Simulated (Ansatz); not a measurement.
# fcc Pt(111) / fcc Ir(111) interface: specific resistance, part 2 of 2

Aim: the specific resistance of the fcc Pt(111) / fcc Ir(111) interface.

Ansatz 0.2.0; Ansatz plane-wave DFT, PBE, PAW files; ballistic transport by layer matching (Landauer), zero bias; PAW set soft_1 (the session's first sound run).

So far, twice the interface resistance (2AR, or 2AR* for magnets) (fΩ m²): step 3 (resistance: PBE) 0.732; step 5 (least span asked of the mesh across the current 40 Å, PBE) 0.741; step 7 (LDA) 0.724; step 9 (r2SCAN) 0.741; step 11 (in plane spacing 2.7731 Å, lattice of Pt, PBE) 0.699.

## Step 12: Transmission: PBE on the upper metal's lattice, in plane spacing 2.7149 Å, lattice of Ir

And the upper metal's lattice, which puts it on the lower one. To save time only the energies from -0.06 to 0.06 eV are solved. The mesh is 52×52 and the cutoff, the files' own for this level, 420 eV.

This step: Ansatz plane-wave DFT, PBE, PAW files; ballistic transport by layer matching (Landauer), zero bias; PAW set soft_1 (Ansatz 0.2.0).

The cell differs from the one that the last finished run ended in (a 2.773 → 2.715 Å, b 2.773 → 2.715 Å, c 39.499 → 41.212 Å).

File input.yaml:

```yaml
crystal:
  lattice:
    - [2.7148657757, 0.0, 0.0]
    - [-1.3574328878, 2.3511427296, 0.0]
    - [0.0, 0.0, 41.2124686139]
  atoms:
    - { symbol: Pt, position: [0.0, 0.0, 0.0242645013] }
    - { symbol: Pt, position: [0.3333333333, 0.6666666667, 0.081589011] }
    - { symbol: Pt, position: [0.6666666667, 0.3333333333, 0.1389135207] }
    - { symbol: Pt, position: [0.0, 0.0, 0.1962380304] }
    - { symbol: Pt, position: [0.3333333333, 0.6666666667, 0.25356254] }
    - { symbol: Pt, position: [0.6666666667, 0.3333333333, 0.3108870497] }
    - { symbol: Pt, position: [0.0, 0.0, 0.3682115594] }
    - { symbol: Pt, position: [0.3333333333, 0.6666666667, 0.4255360691] }
    - { symbol: Pt, position: [0.6666666667, 0.3333333333, 0.4828605787] }
    - { symbol: Ir, position: [0.0, 0.0, 0.5384161343] }
    - { symbol: Ir, position: [0.3333333333, 0.6666666667, 0.5922027357] }
    - { symbol: Ir, position: [0.6666666667, 0.3333333333, 0.6459893372] }
    - { symbol: Ir, position: [0.0, 0.0, 0.6997759386] }
    - { symbol: Ir, position: [0.3333333333, 0.6666666667, 0.75356254] }
    - { symbol: Ir, position: [0.6666666667, 0.3333333333, 0.8073491415] }
    - { symbol: Ir, position: [0.0, 0.0, 0.8611357429] }
    - { symbol: Ir, position: [0.3333333333, 0.6666666667, 0.9149223444] }
    - { symbol: Ir, position: [0.6666666667, 0.3333333333, 0.9687089458] }
kpoints:
  mp_grid: { grid: [16, 16, 1] }
hamiltonian:
  xc: pbe
  pseudopotentials: { kind: paw, azcp: { folder: soft_1 } }
scf:
  occupations: { method: fermi_dirac, width: 0.1 }
output:
  transmission:
    leads: [[3, 4], [12, 13]]
    kmesh: [52, 52]
    e_range: [-0.06, 0.06]
    de: 0.04
  write_potential: true
  write_density: true
  volumetric_format: npy
```

Launch:

```bash
$ ansatz run input.yaml --threads 4 --pin off --max-ram 15360MiB --backend cpu --events-out ev --progress --plain --runs-dir out
```

Wall time 87 s (4 threads of Arm Neoverse V1, shared host); peak memory 1.8 GiB; 5.3 min of CPU time.

Numbers from this step:

```yaml
free_energy: -220153.7066 eV
energy_at_zero_smearing: -220153.3277 eV
cell_area: 6.383 Å²
step_of_the_lead_s_potential: 2.2 meV
step_of_the_upper_lead_s_potential: 4.5 meV
```

Per spin. Table of transmission, zone mean by energy, zero at the Fermi level:

```csv
energy (eV),"transmission, zone mean"
-0.0600,0.912
-0.0200,0.882
0.0200,0.850
0.0600,0.827
```

Over the solved energies the transmission per spin lies between 0.827 and 0.912, out of 1.34 channels of the lead on average (up to 1.52).

## Step 13: Resistance: PBE on the upper metal's lattice

This step: Ansatz plane-wave DFT, PBE, PAW files; ballistic transport by layer matching (Landauer), zero bias; specific resistance of one interface, 1/T less the mean of the leads' 1/N; PAW set soft_1 (Ansatz 0.2.0).

This step gave:

```yaml
area_resistance: 0.3817 fΩ m²
t_over_the_leads_mean_channel_count: 0.5937
twice_the_interface_resistance_2ar_or_2ar_star_for_magnets: 0.7634 fΩ m²
```

Twice the interface resistance is 0.763 fΩ m² here, against 0.732 in the first run; 59.4 % of the two leads' mean channel count pass, 59.4 % before.

## Step 14: Transmission: PBE with spin-orbit coupling, k-mesh 13×13×1, least span asked of the mesh across the current 70 Å

Heavy elements are present, so the run is repeated with two-component spinors; it costs several times more and takes a coarser mesh. To save time only the energies from -0.04 to 0.04 eV are solved. The mesh is 30×30 and the cutoff, the files' own for this level, 420 eV.

This step: Ansatz plane-wave DFT, PBE, fully relativistic PAW files, spin-orbit coupling; ballistic transport by layer matching (Landauer), zero bias; PAW set soft_1 (Ansatz 0.2.0).

File input.yaml:

```yaml
crystal:
  lattice:
    - [2.7439985751, 0.0, 0.0]
    - [-1.3719992875, 2.376372474, 0.0]
    - [0.0, 0.0, 40.3420154922]
  atoms:
    - { symbol: Pt, position: [0.0, 0.0, 0.0247880526] }
    - { symbol: Pt, position: [0.3333333333, 0.6666666667, 0.0821125622] }
    - { symbol: Pt, position: [0.6666666667, 0.3333333333, 0.1394370719] }
    - { symbol: Pt, position: [0.0, 0.0, 0.1967615816] }
    - { symbol: Pt, position: [0.3333333333, 0.6666666667, 0.2540860913] }
    - { symbol: Pt, position: [0.6666666667, 0.3333333333, 0.3114106009] }
    - { symbol: Pt, position: [0.0, 0.0, 0.3687351106] }
    - { symbol: Pt, position: [0.3333333333, 0.6666666667, 0.4260596203] }
    - { symbol: Pt, position: [0.6666666667, 0.3333333333, 0.48338413] }
    - { symbol: Ir, position: [0.0, 0.0, 0.5389396855] }
    - { symbol: Ir, position: [0.3333333333, 0.6666666667, 0.5927262869] }
    - { symbol: Ir, position: [0.6666666667, 0.3333333333, 0.6465128884] }
    - { symbol: Ir, position: [0.0, 0.0, 0.7002994898] }
    - { symbol: Ir, position: [0.3333333333, 0.6666666667, 0.7540860913] }
    - { symbol: Ir, position: [0.6666666667, 0.3333333333, 0.8078726927] }
    - { symbol: Ir, position: [0.0, 0.0, 0.8616592941] }
    - { symbol: Ir, position: [0.3333333333, 0.6666666667, 0.9154458956] }
    - { symbol: Ir, position: [0.6666666667, 0.3333333333, 0.969232497] }
kpoints:
  mp_grid: { grid: [13, 13, 1] }
hamiltonian:
  xc: pbe
  pseudopotentials: { kind: paw_fr, azcp: { folder: soft_1 } }
scf:
  occupations: { method: fermi_dirac, width: 0.1 }
output:
  transmission:
    leads: [[3, 4], [12, 13]]
    kmesh: [30, 30]
    e_range: [-0.04, 0.04]
    de: 0.04
magnetization:
  noncollinear: true
  spin_orbit: true
```

The job ended after 9 min (4 threads; peak memory 5.9 GiB; 34 min of CPU time).

This step gave:

| Property | Result |
| --- | --- |
| free energy | -220753.0614 eV |
| energy at zero smearing | -220752.6881 eV |
| Fermi energy | 24.68 eV |
| cell area | 6.521 Å² |
| step of the lead's potential | 2.1 meV |
| step of the upper lead's potential | 4.9 meV |

Both spins together. Transmission, zone mean against energy, zero at the Fermi level:

```csv
energy (eV),"transmission, zone mean"
-0.0400,1.63
0.0000,1.58
0.0400,1.55
```

Over the solved energies the transmission, both spins together, lies between 1.55 and 1.63, out of 2.48 channels of the lead on average (up to 2.71).

## Step 15: Resistance: PBE with spin-orbit coupling

This step: Ansatz plane-wave DFT, PBE, fully relativistic PAW files, spin-orbit coupling; ballistic transport by layer matching (Landauer), zero bias; specific resistance of one interface, 1/T less the mean of the leads' 1/N; PAW set soft_1 (Ansatz 0.2.0).

Numbers from this step:

```yaml
area_resistance: 0.4371 fΩ m²
t_over_the_leads_mean_channel_count: 0.5833
twice_the_interface_resistance_2ar_or_2ar_star_for_magnets: 0.8741 fΩ m²
```

Twice the interface resistance is 0.874 fΩ m² here, against 0.732 in the first run; 58.3 % of the two leads' mean channel count pass, 59.4 % before.

## Step 16: Outcome

| Property | Result |
| --- | --- |
| 2AR, PBE | 0.732 fΩ m² |
| 2AR, LDA | 0.724 fΩ m² |
| 2AR, r2SCAN | 0.741 fΩ m² |
| 2AR, PBE on the lower metal's lattice | 0.699 fΩ m² |
| 2AR, PBE on the upper metal's lattice | 0.763 fΩ m² |
| 2AR, PBE with spin-orbit coupling | 0.874 fΩ m² |

In words: One interface gives 2AR = 0.732 fΩ m² (PBE). The functionals span 0.724 to 0.741 fΩ m². A mesh a third as fine gives 0.741 against 0.732 fΩ m². With a misfit of 2.1 %, the choice of the common lattice gives 0.699 on the lower metal's and 0.763 fΩ m² on the upper one's. Spin-orbit coupling changes it from 0.73 to 0.87 fΩ m², on a coarser mesh. The formula assumes diffuse scattering between interfaces; layers sit on ideal sites at each metal's own atomic volume.

[Logs are printed without paths, hosts, clocks, repeated set-up lines and the standing remarks that a program may print on its own settings, such as how far it seeks lower states.]

[Hosts, paths, dates, database ids (printed as entryN), source tags and the programs' standing remarks are cut or masked in the printed files.]
